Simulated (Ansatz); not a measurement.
# Ag (Fm-3m), clamped-ion strain scan

Level of theory: DFT PBE, scalar-relativistic, plane waves, PAW (Ansatz). Settings: plane waves to 420 eV, k-mesh 20×20×20 (Γ-centred), Gaussian smearing 0.15 eV. No spin polarisation. Energies are free energies at this smearing, counted from the undisturbed cell; pressure is positive in compression.

The starting cell (as given, not relaxed at this level; it stands at 4.7 GPa):

```
CELL_PARAMETERS angstrom
0.00000 2.04310 2.04310
2.04310 0.00000 2.04310
2.04310 2.04310 0.00000
ATOMIC_POSITIONS crystal
Ag 0.00000 0.00000 0.00000
```

The cell is strained by ε times the Voigt pattern (0, 1, 0, 0, 0, 0) (xx, yy, zz, yz, xz, xy; engineering shear) with fractional coordinates fixed. The cell is metallic on the mesh throughout.

```
      ε  ΔE (meV/atom)
-0.0200           13.2
-0.0150            9.3
-0.0100            5.8
-0.0050            2.7
 0.0000            0.0
 0.0050           -2.3
 0.0100           -4.2
 0.0150           -5.8
 0.0175           -6.4
 0.0200           -7.0
```

(1) Predict the pressure (GPa) at each point.

## Answers

(1)
| ε | pressure (GPa) |
| --- | --- |
| -0.0200 | 7.2 |
| -0.0150 | 6.5 |
| -0.0100 | 5.9 |
| -0.0050 | 5.3 |
| 0.0000 | 4.7 |
| 0.0050 | 4.1 |
| 0.0100 | 3.5 |
| 0.0150 | 3.0 |
| 0.0175 | 2.7 |
| 0.0200 | 2.5 |